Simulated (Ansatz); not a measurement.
## N started midway between two neighbours in wurtzite AlN, 97 atoms, charge +1

All numbers come from Ansatz (PAW, plane waves, no spin–orbit coupling) at the single k point (¼, ¼, ¼) without its symmetry partners. The atoms were relaxed with PBEsol in a fixed cell; other functionals are single points on those atoms unless said otherwise. The valence top and gap of the host come from its small cell on a dense mesh, with the band extrema sought between the mesh points, lined up by the mean potential, PBEsol gap 4.09 eV, HSE06 gap 5.54 eV. The charge correction uses an assumed dielectric constant of 8.5.

Relaxed structure:

```xyz
97
Lattice="9.3414 0.0000 0.0000 0.0000 10.7866 0.0000 0.0000 0.0000 9.9671" Properties=species:S:1:pos:R:3 pbc="T T T"
Al    1.5573    0.8917    2.4730
Al    1.5473    0.8848    7.4721
Al    9.3405    3.5897    2.4840
Al    9.3368    3.5828    7.4660
Al    4.6745    0.8891    2.4815
Al    4.6723    0.8897    7.4673
Al    3.1151    3.5808    2.4746
Al    3.0740    3.5526    7.5072
Al    1.5707    6.2853    2.4654
Al    1.5189    6.2635    7.5020
Al    0.0107    8.9863    2.4682
Al    0.0019    8.9800    7.4632
Al    7.7969    0.9050    2.4699
Al    7.7903    0.8901    7.4671
Al    6.2205    3.5949    2.4766
Al    6.2539    3.5561    7.4972
Al    4.7408    6.3252    2.1049
Al    4.6553    6.2690    7.4507
Al    3.1258    8.9723    2.4735
Al    3.1096    9.0176    7.4941
Al    7.8069    6.2942    2.4477
Al    7.7914    6.2665    7.4510
Al    6.2579    9.0020    2.4475
Al    6.2277    9.0066    7.4497
Al    0.0039    1.8017    4.9740
Al    0.0031    1.7938    9.9555
Al    3.0857    1.7288    4.9759
Al    3.1127    1.7743    9.9669
Al    1.5403    4.4722    4.9727
Al    1.5489    4.4784    0.0101
Al    9.3401    7.1880    4.9639
Al    0.0022    7.1871    9.9557
Al    6.2395    1.7631    4.9674
Al    6.2346    1.7808    0.0007
Al    4.6151    4.2002    5.1182
Al    4.6716    4.4517    9.9138
Al    2.8761    7.2700    5.1133
Al    3.0926    7.2007    9.9081
Al    1.5473    9.8909    4.9687
Al    1.5560    9.8851    9.9659
Al    7.7741    4.4809    4.9694
Al    7.7914    4.4853    9.9600
Al    6.4556    7.3315    4.9973
Al    6.2805    7.2154    9.8668
Al    4.6786    9.8772    4.9693
Al    4.6804    9.8874    9.9586
Al    7.8268    9.9316    4.9660
Al    7.7992    9.8904    9.9453
N     0.0088    1.8002    1.8878
N     0.0013    1.7902    6.8752
N     3.1198    1.7838    1.8962
N     3.1068    1.7737    6.8777
N     1.5599    4.4865    1.9086
N     1.5549    4.4839    6.8757
N     0.0219    7.1897    1.8844
N     9.3351    7.1824    6.8623
N     6.2292    1.7940    1.9022
N     6.2309    1.7781    6.8691
N     4.6693    4.4814    1.8601
N     4.6630    4.4257    6.9705
N     3.1153    7.1888    1.8502
N     3.0693    7.2038    6.9657
N     1.5711    9.8784    1.8984
N     1.5539    9.8789    6.8686
N     7.7820    4.4925    1.8978
N     7.7771    4.4778    6.8670
N     6.3212    7.2390    1.7691
N     6.2188    7.1827    6.8509
N     4.6821    9.8757    1.8966
N     4.6666    9.8791    6.8656
N     7.8083    9.9001    1.8780
N     7.7942    9.8821    6.8626
N     1.5367    0.8752    4.3749
N     1.5548    0.8880    9.3705
N     9.3271    3.5897    4.3842
N     0.0006    3.5891    9.3675
N     4.6672    0.8825    4.3863
N     4.6752    0.8942    9.3692
N     3.0658    3.5130    4.3827
N     3.0948    3.5722    9.3886
N     1.5119    6.2736    4.3729
N     1.5464    6.2708    9.3816
N     0.0056    8.9786    4.3771
N     0.0077    8.9789    9.3618
N     7.8009    0.9154    4.3713
N     7.7904    0.8964    9.3647
N     6.2048    3.5812    4.3919
N     6.2455    3.5743    9.3813
N     5.0744    6.5479    3.9675
N     4.6834    6.2869    9.3830
N     3.1138    8.9636    4.3919
N     3.1181    9.0029    9.3775
N     7.8269    6.2775    4.3617
N     7.8080    6.2730    9.3334
N     6.2745    9.0535    4.3631
N     6.2372    9.0099    9.3325
N     4.2472    6.0150    4.7794
```

Chemical potentials μ are those of reference phases of the elements at zero temperature by the same functional (the usual solids, diamond for C, grey Sn, and the molecules H2, N2, O2, F2, Cl2, Br2 and S8).

```csv
functional,E(defect) − E(host) − Σ nμ + q·E_VBM (eV),monopole (eV),alignment (eV),formation energy at E_F = VBM (eV),moment (μB),"wall time, shared host"
PBEsol,2.93,0.24,0.00,3.17,2.0,8.3 s on NVIDIA GB200 (relaxation)
HSE06,2.40,0.24,0.01,2.65,2.0,28 s on NVIDIA GB200
```

HSE06 one-electron levels near the gap (the ten most localised at most), from the host's valence top, not corrected for the charge's images:

| level (eV) | spin | filling | atoms sharing it | element of the atom with most weight |
| --- | --- | --- | --- | --- |
| -0.29 | down | 1.00 | 51.0 | spread |
| -0.25 | up | 1.00 | 54.1 | spread |
| -0.24 | down | 1.00 | 55.0 | spread |
| -0.15 | up | 1.00 | 50.4 | spread |
| -0.14 | down | 1.00 | 52.2 | spread |
| 0.18 | up | 1.00 | 5.8 | N |
| 0.30 | up | 1.00 | 6.0 | N |
| 3.34 | down | 0.00 | 4.0 | N |
| 3.42 | down | 0.00 | 3.9 | N |

PBEsol tends to spread a hole over several anions where a hybrid would trap it on one, and single points on PBEsol atoms lack that distortion.

All elements are taken at their own reference at once; growth conditions in equilibrium with the host shift these energies, by up to the host's formation enthalpy.

One k point and a cell of this size can leave errors of several tenths of an eV in such numbers.
